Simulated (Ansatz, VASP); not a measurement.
# One calculation of PtSe2 (Sudovikovite), two programs

```xyz
3
Lattice="3.7730 0.0000 0.0000 -1.8865 3.2675 0.0000 0.0000 0.0000 5.1286" Properties=species:S:1:pos:R:3 pbc="T T T"
Pt    0.0000    0.0000    0.0000
Se    1.8865    1.0892    3.8465
Se    0.0000    2.1783    1.2822
```

Alike in both runs: task single point; functional LDA; k mesh 8 × 8 × 5; occupations fermi-dirac, width 0.05 eV; no spin polarisation.

|  | VASP | Ansatz |
| --- | --- | --- |
| version | VASP 6.6.1 | Ansatz 0.2.0 |
| potentials or method | VASP PAW LDA potentials, release 64 (Pt, Se) | JTH PAW LDA |
| plane-wave cutoff (eV) | 520 | 750 |
| valence electrons in the cell | 22 | 22 |

VASP gave:

```
gap on the k mesh at the Fermi level (eV)       : none
pressure (GPa)                                  : -4.9
largest component of the traceless stress (GPa) : 0.40
rms of the force components (eV/Å)              : 0.101
```

**Question.** Estimate Ansatz's values.

**Answer.** gap on the k mesh at the Fermi level (eV): none; pressure (GPa): -5.0; largest component of the traceless stress (GPa): 0.43; rms of the force components (eV/Å): 0.101.

Atom by atom the forces differ by 0.000 eV/Å (rms over components). A gap of «none» marks a metal or a gap that the smearing closes.

Spin-orbit coupling is left out, which matters for the levels of Pt.
